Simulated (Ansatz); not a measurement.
GaN: strain energy, fitted

GaN, P6_3mc, a = 3.218 Å, c = 5.243 Å. Ansatz: PBE, PAW, 420 eV, Γ-centred 12×12×6 mesh on 4 atoms, Gaussian smearing 0.02 eV; no spin polarisation. Series: biaxial strain in the a-b plane, c and atoms relaxed; x is the strain in per cent. y is the free energy over the unstrained cell, V0 = 11.758 Å³/atom.

| x (%) | y (meV/atom) |
| --- | --- |
| -6.0 | ? |
| -4.0 | 51.37 |
| -2.0 | 12.33 |
| 0.0 | 0.00 |
| 2.0 | 11.24 |
| 4.0 | 42.72 |
| 6.0 | 91.27 |

Fit y = c2 x² + c3 x³ to the other rows, turn c2 into a modulus, and predict the missing energy.

Least squares on the rows shown. y = 2.9407 x² − 0.067572 x³. In eV per unit strain² c2 is 29.41; M is the biaxial modulus (E = M V0 ε²): 29.41 × 160.2 / (11.758) = 401 GPa. At x = -6.0 the fit asked for gives 120.46 meV/atom. The run gave 120.17 meV/atom, so the fit is 0.29 meV/atom too high, 0.24 % of the span of the series, against an rms of 0.01 meV/atom on the fitted rows. The row lies outside the fitted range. With a term in x⁴ added, a fit to the same known rows predicts 120.43 meV/atom, no real gain.